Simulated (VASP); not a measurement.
Input of a VASP 6.6.1 run:

INCAR

```
PREC     = Accurate       # precision mode
ENCUT    = 300            # plane-wave cutoff, eV
EDIFF    = 1E-7           # SCF threshold, eV
ISMEAR   = 1              # smearing method
SIGMA    = 0.1            # smearing width, eV
LREAL    = F              # projectors in reciprocal space
LASPH    = T              # aspherical terms in the spheres
NELM     = 80             # most SCF steps
ALGO     = Normal         # electronic algorithm
ISIF     = 2              # what is computed and relaxed
LWAVE    = F              # write WAVECAR
LCHARG   = F              # write CHGCAR
GGA      = PE             # functional
IBRION   = 2              # ionic algorithm
NSW      = 40             # ionic steps
EDIFFG   = -0.01          # ionic threshold
```

Contents of KPOINTS:

```
Automatic mesh
0
Gamma
  8 8 8
```

Contents of POSCAR:

```
Mo                                      
1.0
   -1.5427363487      1.5427363487      1.5427363487
    1.5427363487     -1.5427363487      1.5427363487
    1.5427363487      1.5427363487     -1.5427363487
  Mo            
     1
Direct
     0.0000000000000000    0.0000000000000000    0.0000000000000000
```

Potentials or basis: VASP PAW PBE potentials, release 64 (Mo).

The run is started by

```sh
$ cat potpaw_PBE.64/Mo/POTCAR > POTCAR
$ mpirun -np 1 vasp_std > vasp.out
```

Task: What does it give for the band gap on the k mesh?

Result: None (metal or under the smearing width).

Final structure:
```xyz
1
Lattice="-1.5427 1.5427 1.5427 1.5427 -1.5427 1.5427 1.5427 1.5427 -1.5427" Properties=species:S:1:pos:R:3 pbc="T T T"
Mo    0.0000    0.0000    0.0000
```

Caveat: the relaxation stopped at its first step, so nothing moved.
